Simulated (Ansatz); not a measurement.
# WS2 (R3m) in Ansatz: single point with PBE

Aim: the single point of WS2 with PBE.

Program: Ansatz 0.2.0. These are calculated values, not measurements. Logs are shortened: lines on timing, memory, paths and dates and some standing lists are left out, and cuts for length are marked.

## 1. Starting point

Symmetry: R3m, No. 160, trigonal system. The conventional cell has a = 3.158 Å, b = 3.158 Å, c = 18.490 Å, α = 90.00°, β = 90.00°, γ = 120.00°. W (site symmetry 3m) has 6 S at 2.39 to 2.42 Å as nearest neighbours. S (site symmetry 3m) has 3 W at 2.42 Å as nearest neighbours. S (site symmetry 3m) has 3 W at 2.39 Å as nearest neighbours.

Measurements of this composition are mostly on another form, of space group No. 194.

## 2. Single point, PBE

Contents of input.yaml:

```yaml
crystal:
  lattice:
    - [1.579, 0.9116360751, 6.1633333333]
    - [-1.579, 0.9116360751, 6.1633333333]
    - [0.0, -1.8232721501, 6.1633333333]
  atoms:
    - { symbol: W, position: [0.0, 0.0, 0.0] }
    - { symbol: S, position: [0.581, 0.581, 0.581] }
    - { symbol: S, position: [0.7503, 0.7503, 0.7503] }
kpoints:
  mp_grid: { grid: [5, 5, 5] }
scf:
  occupations: { method: fermi_dirac, width: 0.03 }
hamiltonian:
  xc: pbe
  pseudopotentials: { kind: all_electron, lapw: { basis_error: 0.002 } }
output:
  forces: true
  stress: true
  eigenvalues: true
```

Potentials or basis: all-electron LAPW, scalar-relativistic.

Started as:

```bash
ansatz run input.yaml --threads 2 --pin off --max-ram 5120MiB --backend cpu --events-out ev --progress --plain --runs-dir out
```

Standard output:

```text
Warning: RAYON_NUM_THREADS=2 ignored (pool sized by the plan → 2); use --threads N
LAPW: plane waves up to 8.336 Å⁻¹, error target 2.0e-3 eV per atom; small_component_spin mean_spin; S in spheres of 1.022 Å, 14 of its electrons in bands, Dirac shells []; W in spheres of 1.368 Å, 38 of its electrons in bands, Dirac shells [] (how accurate: hamiltonian.pseudopotentials.lapw.basis_error, Limitations)
Engine: ansatz 0.2.0, x86_64-unknown-linux-gnu
Pseudopotentials: kind: all_electron
Pseudopotential: W, LAPW, valence charge 38, lapw/all_electron/scalar/gaussian/W, Koelling and Harmon's equation, gaussian nucleus
Pseudopotential: S, LAPW, valence charge 14, lapw/all_electron/scalar/gaussian/S, Koelling and Harmon's equation, gaussian nucleus
Functional definition: PBE
  parameter kappa = 0.804
  parameter beta = 0.06672455060314922
  exchange = pbe_x(kappa = kappa, mu = beta*pi^2/3)
  correlation = pbe_c(beta = beta)
Crystal: 3 atoms, lattice volume = 53.232 Å³
Basis set: ecut = 264.74084819490605 eV, 527 PW (Γ), FFT grids on a1−a3, a2−a3, a3, exchange–correlation at level 2
Bands: 40, of which v1, the nominal top of the filled ones, is band 33 counted from 1 (32 counted from 0)
Symmetry: 6 space group operations
Space group: R3m (ITA 160), of the structure as read, at distance tolerance 3.8e-5 Å
k-points: 19 of 125 (time reversal used)
Non-local potential: W, projectors of the file, none
Non-local potential: S, projectors of the file, none
Initial density: superposition of atomic densities (chi_scale 0.1, normalization cell, long waves kept (reshape's long-wave potential 0.08 eV rms))
Initial wavefunctions: plane waves of lowest kinetic energy (no species holds an atomic orbital)
Functional: x = pbe(κ = 0.804, μ = 0.2195149727645171), c = pbe(β = 0.06672455060314922)
iter 1 solved again at ethr=1.36e-3 eV; its pass at ethr=1.00e-1 eV (dr2=8.95e-1 eV) is discarded
SCF iter   1: F=—  HF=-460930.374263 eV  |F-HF|=—  |Δ(HF+E_count)|=         —  Δρ=3.84e-2  dr2=8.97e-1  ethr=1.36e-3  ⟨swp⟩=2.0  Hψ=5008  notcnv=0
preconditioner: auto → Resta (q_TF=auto, 2.828 Å⁻¹)  ε∞=3.0  [insulator: Δε(μ)=1.106 eV  Ē_g=20.507 eV  σ=0.030 eV  W_gap=1.00  n_scr=22 (ndim 8)  ℏωp=28.8 eV  f_vac=0.115  D(μ)=0.00/eV (n_scr^D=0)  ε∞_Penn≈3.0]
SCF iter   2: F=—  HF=-460930.086500 eV  |F-HF|=—  |Δ(HF+E_count)|=   2.88e-1  Δρ=1.86e-2  dr2=5.11e-1  ethr=1.36e-3  ⟨swp⟩=2.7  Hψ=2279  notcnv=0
SCF iter   3: F=—  HF=-460930.007723 eV  |F-HF|=—  |Δ(HF+E_count)|=   7.88e-2  Δρ=1.30e-2  dr2=9.52e-2  ethr=7.75e-4  ⟨swp⟩=3.0  Hψ=2320  notcnv=0
SCF iter   4: F=—  HF=-460929.984191 eV  |F-HF|=—  |Δ(HF+E_count)|=   2.35e-2  Δρ=4.51e-3  dr2=1.18e-2  ethr=1.44e-4  ⟨swp⟩=2.0  Hψ=2261  notcnv=0
iter 5 solved again at ethr=6.83e-7 eV; its pass at ethr=1.78e-5 eV (dr2=4.51e-4 eV) is discarded
SCF iter   5: F=—  HF=-460929.985153 eV  |F-HF|=—  |Δ(HF+E_count)|=         —  Δρ=8.01e-4  dr2=4.51e-4  ethr=6.83e-7  ⟨swp⟩=2.0  Hψ=3769  notcnv=0
the basis was enlarged: its passes take 369.7 KiB over the memory plan, 2 of 2 planned eigensolver slots
SCF iter   6: F=—  HF=-460929.985571 eV  |F-HF|=—  |Δ(HF+E_count)|=   4.18e-4  Δρ=2.93e-4  dr2=1.31e-4  ethr=6.83e-7  ⟨swp⟩=3.0  Hψ=2256  notcnv=0
SCF iter   7: F=—  HF=-460929.985553 eV  |F-HF|=—  |Δ(HF+E_count)|=   1.79e-5  Δρ=9.43e-5  dr2=6.21e-6  ethr=1.99e-7  ⟨swp⟩=3.0  Hψ=2189  notcnv=0
SCF iter   8: F=—  HF=-460929.985567 eV  |F-HF|=—  |Δ(HF+E_count)|=   1.33e-5  Δρ=3.28e-5  dr2=7.34e-7  ethr=9.41e-9  ⟨swp⟩=3.0  Hψ=2267  notcnv=0
SCF iter   9: F=—  HF=-460929.985568 eV  |F-HF|=—  |Δ(HF+E_count)|=   1.25e-6  Δρ=1.33e-5  dr2=1.69e-7  ethr=1.11e-9  ⟨swp⟩=3.0  Hψ=2275  notcnv=0
SCF iter  10: F=-460929.985568 eV  HF=-460929.985568 eV  |F-HF|=7.75e-8  |Δ(HF+E_count)|=   6.41e-8  Δρ=6.87e-6  dr2=3.05e-8  ethr=2.57e-10  ⟨swp⟩=3.0  Hψ=2220  notcnv=0
SCF 1 converged in 10 iterations: F = -460929.985568 eV  dr2 = 3.05e-8
SCF converged after 10 iterations
Free energy (F): -460929.985568 eV
Harris-Foulkes:  -460929.985568 eV  (|F-HF|=7.75e-8)
Internal energy: -460929.985568 eV  (E = F + TS)
E sigma→0 (E₀):  -460929.985568 eV
Fermi energy:    14.834505 eV
--- Per-component energies (eV) ---
  E_band       = -4920.814166
  E_kinetic    = 513709.236726
  E_xc         = -10230.681083
  E_electrostatic = -964408.541210  (all electrons and nuclei)
  E_smearing   = -0.000000  (= −TS)
  E_closure    = 0.000000  (closes the sum)
  E_atoms      = -460907.953505  (free atoms, spherical and without spin; not in F)
  Σ components = -460929.985568   (vs F -460929.985568, Δ=0.00e0)
  Basis errors (estimates in eV, not in F): energy 9.0e-4 per atom: plane waves 8.1e-4 (4.7e-4 summed), levels above the bands 3.2e-123, relativity 7.2e-8, radial functions 8.4e-5, core shells 2.4e-6; eigenvalues (radial functions only) 2.7e-6; not estimated: angular momenta, meshes, grids; target (lapw.basis_error) 2.0e-3; muffin-tin radii S 1.022 Å, W 1.368 Å
--- Forces (eV/Å), atoms counted from 1 ---
  atom   1  W      0.00000000    -0.00000000    -0.60764145
  atom   2  S     -0.00000000     0.00000000     0.09697911
  atom   3  S      0.00000000     0.00000000     0.51065047
  max |Σ_I F_I| component: 1.19e-5 eV/Å
--- Stress (GPa, compression-positive) ---
        4.487482       0.000000       0.000000
        0.000000       4.487482       0.000000
        0.000000       0.000000       4.966879
  P = ⅓ Tr σ = 4.6473 GPa (46.473 kbar)
--- Band table (eV; the first three rows and the last of 19) ---
  k-point 0: bands = ["-219.3358", "-219.3358", "-219.3260", "-219.3260", "-219.3152", "-191.7457", "-191.7441", "-136.5334", "-136.5334", "-136.5322", "-136.5322", "-136.4951", "-136.4880", "-60.2315", "-24.5411", "-24.3632", "-24.3632", "-14.5094", "-14.5094", "-14.5030", "-14.4879", "-14.4879", "-14.4850", "-14.4837", "-1.3338", "0.6598", "6.6769", "10.7948", "10.7948", "12.0454", "12.0454", "12.7613", "13.1399", "16.5283", "16.5283", "16.8712", "16.8712", "19.0380", "22.1121", "22.8229"]
  k-point 1: bands = ["-219.3358", "-219.3358", "-219.3260", "-219.3260", "-219.3152", "-191.7457", "-191.7441", "-136.5334", "-136.5334", "-136.5322", "-136.5322", "-136.4951", "-136.4880", "-60.2250", "-24.5176", "-24.4909", "-24.3930", "-14.5099", "-14.5076", "-14.4992", "-14.4902", "-14.4897", "-14.4870", "-14.4832", "-0.6845", "0.8456", "7.4230", "9.4856", "10.4673", "11.1852", "11.4489", "12.6402", "12.9903", "15.7310", "16.4363", "16.9101", "17.4642", "20.9529", "22.7107", "23.2580"]
  k-point 2: bands = ["-219.3358", "-219.3358", "-219.3260", "-219.3260", "-219.3152", "-191.7457", "-191.7441", "-136.5334", "-136.5334", "-136.5322", "-136.5322", "-136.4951", "-136.4880", "-60.2145", "-24.6921", "-24.4795", "-24.4408", "-14.5107", "-14.5045", "-14.4971", "-14.4945", "-14.4922", "-14.4878", "-14.4801", "0.6377", "1.2088", "7.2783", "8.6777", "9.0810", "10.3030", "11.8369", "12.3782", "12.4329", "16.4847", "16.4982", "17.8697", "18.1564", "19.6289", "21.0652", "21.7761"]
  k-point 18: bands = ["-219.3358", "-219.3358", "-219.3260", "-219.3260", "-219.3152", "-191.7457", "-191.7441", "-136.5334", "-136.5333", "-136.5322", "-136.5322", "-136.4951", "-136.4880", "-60.2250", "-24.5177", "-24.4909", "-24.3930", "-14.5099", "-14.5076", "-14.4991", "-14.4902", "-14.4897", "-14.4870", "-14.4832", "-0.4769", "0.5083", "8.3531", "9.4719", "9.7088", "11.2190", "11.4228", "11.8582", "13.2260", "16.2951", "16.4675", "16.6947", "17.6107", "21.2832", "22.4765", "23.1854"]
```

Run time: 13 s. Hardware: 2 threads of AMD EPYC 7R43 (Zen 3), shared host; peak memory 0.34 GiB.

Results:

* Free energy: -460929.9856 eV
* Pressure: 4.6 GPa
* Largest force: 0.608 eV/Å
* Band gap on the k mesh: 1.12 eV, indirect (least direct gap 2.33 eV)

Forces on the atoms (eV/Å):
```
W    0.000  0.000 -0.608
S    0.000  0.000  0.097
S    0.000  0.000  0.511
```

Levels at points of the mesh, in eV from the valence-band top:
```tsv
k point	band 31	band 32	band 33	band 34	band 35	band 36
(0.00, 0.00, 0.00)	-2.25	-1.53	-1.15	2.24	2.24	2.58
```

Caveat: the k mesh is coarse (spacing up to 0.46 Å⁻¹), so the values aren't converged; spin-orbit coupling is left out, which moves the levels of the heavy elements; an odd mesh through Γ misses points on the zone boundary, where band edges often lie. PBE gaps usually lie below the measured ones, often by a third to a half.
